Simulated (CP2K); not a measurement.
The system is MoS2, a slab with vacuum.

```
Mo S
1.0
     3.18454    0.00000    0.00000
    -1.59227    2.75789    0.00000
     0.00000    0.00000   21.67053
Mo S
2 4
Direct
  0.33333 0.66667 0.85116
  0.66667 0.33333 0.14884
  0.66667 0.33333 0.77963
  0.33333 0.66667 0.07725
  0.66667 0.33333 0.92275
  0.33333 0.66667 0.22037
```

Base run:

```yaml
Program: CP2K 2026.2
Functional: PBE
Potentials_or_basis: GTH_POTENTIALS Mo GTH-PBE-q14, S GTH-PBE-q6; DZVP-MOLOPT-SR-GTH basis
Density_cutoff: 6123 eV
k_mesh: 7 × 7 × 1
Occupations: fermi-dirac, width 0.05 eV
Spin: no spin polarisation
Hubbard_terms: Mo d U = 2.0 eV
```

Its results: band gap on the k mesh 1.29 eV, indirect (least direct gap 2.01 eV); largest force 0.334 eV/Å.

Problem. The run is repeated on the same cell with these changes: hubbard terms from Mo d U = 2.0 eV to none. What comes out?

Solution. Band gap on the k mesh 1.47 eV, indirect (least direct gap 2.14 eV); largest force 0.320 eV/Å.

Caveats: the basis of atomic orbitals isn't converged, which shifts pressures, moduli and gaps; this program's U acts on Mulliken populations of all basis functions of the shell, so it isn't the U of plane-wave codes (some runs); energies scatter by some meV and the pressure isn't listed (some runs).

A k mesh can miss the band edges.
